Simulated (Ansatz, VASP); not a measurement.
# Pt in VASP and in Ansatz

File INCAR:

```
ALGO     = Normal         # electronic algorithm
EDIFF    = 1E-7           # SCF threshold, eV
ENCUT    = 520            # plane-wave cutoff, eV
GGA      = PS             # functional
ISIF     = 2              # what is computed and relaxed
ISMEAR   = 1              # smearing method
LASPH    = True           # aspherical terms in the spheres
LCHARG   = False          # write CHGCAR
LREAL    = False          # projectors in reciprocal space
LWAVE    = False          # write WAVECAR
NBANDS   = 17             # bands
NELM     = 80             # most SCF steps
PREC     = Accurate       # precision mode
SIGMA    = 0.1            # smearing width, eV
```

Contents of KPOINTS:

```
k-points
0
Gamma
  7 7 4
```

The input POSCAR:

```
Pt
1.0
    2.6938973099     -0.0027015289     -0.0003758072
   -1.3493038587      2.3141163989      0.0010945821
   -0.0006801486      0.0011938179      4.8695899190
Pt
2
Direct
    0.6970548801      0.3179542353      0.7338826791
    0.2859939439      0.7223077241      0.2252734339
```

Input for Ansatz:

```yaml
crystal:
  lattice:
    - [2.693897309897719, -0.0027015288827900337, -0.000375807213000128]
    - [-1.3493038587405628, 2.3141163989324154, 0.001094582137120745]
    - [-0.0006801486455390697, 0.00119381792016744, 4.869589918982157]
  atoms:
    - { symbol: Pt, position: [0.6970548800827387, 0.3179542352656523, 0.7338826791064991] }
    - { symbol: Pt, position: [0.28599394393460287, 0.7223077240773075, 0.22527343388113308] }
kpoints:
  mp_grid:
    grid: [7, 7, 4]
hamiltonian:
  xc: pbesol
  pseudopotentials:
    kind: paw
scf:
  occupations:
    method: cold
output:
  forces: true
  stress: true
```

This isn't the form of Pt at room conditions, which is fcc.

Alike in both runs: task single point; functional PBEsol; k mesh 7 × 7 × 4; no spin polarisation.

|  | VASP | Ansatz |
| --- | --- | --- |
| version | VASP 6.6.1 | Ansatz 0.2.0 |
| potentials or method | VASP PAW PBE potentials, release 64 (Pt) | plane waves, PAW |
| plane-wave cutoff (eV) | 520 | 420 |
| occupations | methfessel-paxton of order 1, width 0.1 eV | cold |
| valence electrons in the cell | 20 | 36 |

Ansatz gave:

* pressure (GPa): 1.7
* largest component of the traceless stress (GPa): 3.35
* rms of the force components (eV/Å): 0.302

Q: Estimate VASP's values.

A: Pressure (GPa): 1.3; largest component of the traceless stress (GPa): 3.08; rms of the force components (eV/Å): 0.297.

Atom by atom the forces differ by 0.006 eV/Å (rms over components). The two sets of potentials don't hold the same shells in valence.

Caveats: the k mesh is coarse (spacing up to 0.39 Å⁻¹), so the values aren't converged; the PAW data sets were made with another functional, which shifts forces and pressure a little (VASP). Spin-orbit coupling is left out, which matters for the levels of Pt.
